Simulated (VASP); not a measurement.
A run of VASP 6.6.1 is set up as follows.

Contents of INCAR:

```
PREC     = Accurate       # precision mode
ENCUT    = 600            # plane-wave cutoff, eV
EDIFF    = 1E-7           # SCF threshold, eV
ISMEAR   = 0              # smearing method
SIGMA    = 0.03           # smearing width, eV
LREAL    = False          # projectors in reciprocal space
LASPH    = True           # aspherical terms in the spheres
NELM     = 80             # most SCF steps
ALGO     = Normal         # electronic algorithm
ISIF     = 3              # what is computed and relaxed
LWAVE    = False          # write WAVECAR
LCHARG   = False          # write CHGCAR
GGA      = PE             # functional
IBRION   = 2              # ionic algorithm
NSW      = 90             # ionic steps
EDIFFG   = -0.005         # ionic threshold
```

KPOINTS

```
Automatic mesh
0
Gamma
  12 12 12
```

POSCAR

```
MgO                                     
1.0
   -0.0000000000      2.1224813280      2.1224813280
    2.1224813280      0.0000000000      2.1224813280
    2.1224813280      2.1224813280     -0.0000000000
  Mg              O             
     1     1
Direct
     0.0000000000000000    0.0000000000000000    0.0000000000000000
     0.5000000000000000    0.5000000000000000    0.5000000000000000
```

Potentials or basis: VASP PAW PBE potentials, release 64 (Mg, O).

The run is started by

```bash
$ cat potpaw_PBE.64/Mg/POTCAR potpaw_PBE.64/O/POTCAR > POTCAR
$ mpirun -np 1 vasp_std > vasp.out
```

Question: Predict the band gap on the k mesh.

Answer: 4.50 eV, direct.

Final structure:
```yaml
crystal:
  lattice:
    - [0.00000, 2.12248, 2.12248]
    - [2.12248, 0.00000, 2.12248]
    - [2.12248, 2.12248, 0.00000]
  atoms:
    - { symbol: Mg, position: [0.00000, 0.00000, 0.00000] }
    - { symbol: O, position: [0.50000, 0.50000, 0.50000] }
```

Caveat: the relaxation stopped at its first step, so nothing moved. A k mesh can miss the band edges.
